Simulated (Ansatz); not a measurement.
Debugging an equation of state with a fit of N, space group P6_3/mmc (the Ansatz DFT code, driven from Python).

Script `run_eos.py`:
```python
# -*- coding: utf-8 -*-
import logging
import sys

import ansatz as az
import numpy as np
from scipy.optimize import curve_fit

logging.basicConfig(stream=sys.stdout, format="%(levelname)s %(message)s")
logger = logging.getLogger("n")
logger.setLevel(logging.INFO)

CUTOFF_EV = 500
MESH = (8, 8, 7)

vectors0 = np.array([
    [2.519474, 0.0, 0.0],
    [-1.259737, 2.181928, 0.0],
    [0.0, 0.0, 2.446002],
])
sites = [
    ("N", (2 / 3, 1 / 3, 0.25)),
    ("N", (1 / 3, 2 / 3, 0.75)),
]


def build(cell):
    crystal = az.Crystal(lattice=az.Lattice.of(cell))
    for symbol, position in sites:
        crystal = crystal.atom(symbol, position)
    return crystal

def vinet(v, e0, v0, b0, b1):
    eta = (v / v0) ** (1 / 3)
    return e0 + 2 * b0 * v0 / (b1 - 1) ** 2 * (2 - (5 + 3 * b1 * (eta - 1) - 3 * eta) * np.exp(-1.5 * (b1 - 1) * (eta - 1)))

volumes, energies, pressures = [], [], []
for scale in np.linspace(0.9, 1.1, 9):
    cell = vectors0 * scale ** (1 / 3)
    calculation = (
        build(cell).calculation()
        .functional(az.Functional.PBESOL)
        .accuracy("low")
        .occupations(az.OccupationsMethod.FIXED)
        .basis(CUTOFF_EV)
        .kpoints(*MESH)
        .stress()
    )
    rep = calculation.run().report
    volumes.append(abs(np.linalg.det(cell)) / len(sites))
    energies.append(rep["free_energy_ev"] / len(sites))
    pressures.append(np.trace(rep["stress_gpa"]) / 3)
    logger.info(f"V = {volumes[-1]:8.4f} A^3/atom  F = {energies[-1]:.5f} eV/atom  P = {pressures[-1]:8.3f} GPa")

guess = (min(energies), volumes[int(np.argmin(energies))], 0.5, 4.5)
(e0, v0, b0, b1), _ = curve_fit(vinet, np.array(volumes), np.array(energies), p0=guess, maxfev=20000)
logger.info(f"Vinet fit: V0 = {v0:.4f} A^3/atom, B0 = {160.21766 * b0:.1f} GPa, B1 = {b1:.2f}")
print("largest residual", round(1000 * float(np.abs(vinet(np.array(volumes), e0, v0, b0, b1) - energies).max()), 3), "meV/atom")
```

```console
$ python run_eos.py
RunWarning: iter 1: σ=0 fill of 5 bands saw a band overlap (occupied 13.6080 eV > unoccupied 9.6096 eV) — on an unconverged iterate often a transient of an unconverged empty band; one that stands at [...]
RunWarning: a fill by count may have filled part of one level: at k-index 3 the highest filled band, 13.592261 eV, and the lowest empty band, 13.592261 eV, stand 8.882e-15 eV apart, within the [...]
RunWarning: the bands overlap at the fill by count (5 filled at each k-point of a channel): the highest filled level, 13.592261 eV at k-index 3, stands 3.9965 eV over the lowest empty one, 9.595724 [...]
INFO V =   6.0509 A^3/atom  F = -374.74544 eV/atom  P =   52.032 GPa
INFO V =   6.2190 A^3/atom  F = -374.79423 eV/atom  P =   41.199 GPa
INFO V =   6.3871 A^3/atom  F = -374.83232 eV/atom  P =   31.600 GPa
INFO V =   6.5551 A^3/atom  F = -374.86091 eV/atom  P =   23.079 GPa
INFO V =   6.7232 A^3/atom  F = -374.88107 eV/atom  P =   15.508 GPa
INFO V =   6.8913 A^3/atom  F = -374.89415 eV/atom  P =   10.588 GPa
INFO V =   7.0594 A^3/atom  F = -374.90198 eV/atom  P =    4.457 GPa
INFO V =   7.2275 A^3/atom  F = -374.90374 eV/atom  P =   -1.002 GPa
INFO V =   7.3955 A^3/atom  F = -374.90008 eV/atom  P =   -5.862 GPa
INFO Vinet fit: V0 = 7.1997 A^3/atom, B0 = 197.2 GPa, B1 = 4.91
largest residual 0.434 meV/atom
```
(Warnings from the package without file and line, shortened, repeats left out.)

The script ran to its end, but the result can't be trusted. Why?

The fault: fixed occupations, though the bands overlap at this level of theory. Mended:

`run_eos.py`:
```python
# -*- coding: utf-8 -*-
import logging
import sys

import ansatz as az
import numpy as np
from scipy.optimize import curve_fit

logging.basicConfig(stream=sys.stdout, format="%(levelname)s %(message)s")
logger = logging.getLogger("n")
logger.setLevel(logging.INFO)

OCCUPATIONS = "fermi_dirac"
SIGMA = 0.1
CUTOFF_EV = 500
MESH = (8, 8, 7)

vectors0 = np.array([
    [2.519474, 0.0, 0.0],
    [-1.259737, 2.181928, 0.0],
    [0.0, 0.0, 2.446002],
])
sites = [
    ("N", (2 / 3, 1 / 3, 0.25)),
    ("N", (1 / 3, 2 / 3, 0.75)),
]


def build(cell):
    crystal = az.Crystal(lattice=az.Lattice.of(cell))
    for symbol, position in sites:
        crystal = crystal.atom(symbol, position)
    return crystal

def vinet(v, e0, v0, b0, b1):
    eta = (v / v0) ** (1 / 3)
    return e0 + 2 * b0 * v0 / (b1 - 1) ** 2 * (2 - (5 + 3 * b1 * (eta - 1) - 3 * eta) * np.exp(-1.5 * (b1 - 1) * (eta - 1)))

volumes, energies, pressures = [], [], []
for scale in np.linspace(0.9, 1.1, 9):
    cell = vectors0 * scale ** (1 / 3)
    calculation = (
        build(cell).calculation()
        .functional(az.Functional.PBESOL)
        .accuracy("low")
        .occupations(OCCUPATIONS, width=SIGMA)
        .basis(CUTOFF_EV)
        .kpoints(*MESH)
        .stress()
    )
    rep = calculation.run().report
    volumes.append(abs(np.linalg.det(cell)) / len(sites))
    energies.append(rep["free_energy_ev"] / len(sites))
    pressures.append(np.trace(rep["stress_gpa"]) / 3)
    logger.info(f"V = {volumes[-1]:8.4f} A^3/atom  F = {energies[-1]:.5f} eV/atom  P = {pressures[-1]:8.3f} GPa")

guess = (min(energies), volumes[int(np.argmin(energies))], 0.5, 4.5)
(e0, v0, b0, b1), _ = curve_fit(vinet, np.array(volumes), np.array(energies), p0=guess, maxfev=20000)
logger.info(f"Vinet fit: V0 = {v0:.4f} A^3/atom, B0 = {160.21766 * b0:.1f} GPa, B1 = {b1:.2f}")
print("largest residual", round(1000 * float(np.abs(vinet(np.array(volumes), e0, v0, b0, b1) - energies).max()), 3), "meV/atom")
```

With that change:

```console
$ python run_eos.py
INFO V =   6.0509 A^3/atom  F = -375.05151 eV/atom  P =   27.297 GPa
INFO V =   6.2190 A^3/atom  F = -375.07550 eV/atom  P =   18.643 GPa
INFO V =   6.3871 A^3/atom  F = -375.09099 eV/atom  P =   11.040 GPa
INFO V =   6.5551 A^3/atom  F = -375.09897 eV/atom  P =    4.336 GPa
INFO V =   6.7232 A^3/atom  F = -375.10039 eV/atom  P =   -1.508 GPa
INFO V =   6.8913 A^3/atom  F = -375.09609 eV/atom  P =   -6.565 GPa
INFO V =   7.0594 A^3/atom  F = -375.08685 eV/atom  P =  -10.957 GPa
INFO V =   7.2275 A^3/atom  F = -375.07328 eV/atom  P =  -14.827 GPa
INFO V =   7.3955 A^3/atom  F = -375.05588 eV/atom  P =  -18.287 GPa
INFO Vinet fit: V0 = 6.6783 A^3/atom, B0 = 223.9 GPa, B1 = 4.40
largest residual 0.025 meV/atom
```

Caveats:
- The settings weren't tested for convergence.
- Shape and fractional positions are held along the curve, so the bulk modulus is an upper value where they are free to relax.
- For a metal this k-point mesh is coarse: on a finer one energies can move by several to tens of meV an atom and pressures by half a GPa or more, differences at one mesh by less.
- No spin polarisation was allowed.
- Pressure is positive in compression.
- This isn't the structure that N takes at ambient conditions.
- The whole script took 5.4 s on 1 thread of Arm Neoverse V1, on a shared host, peak memory 0.36 GiB.
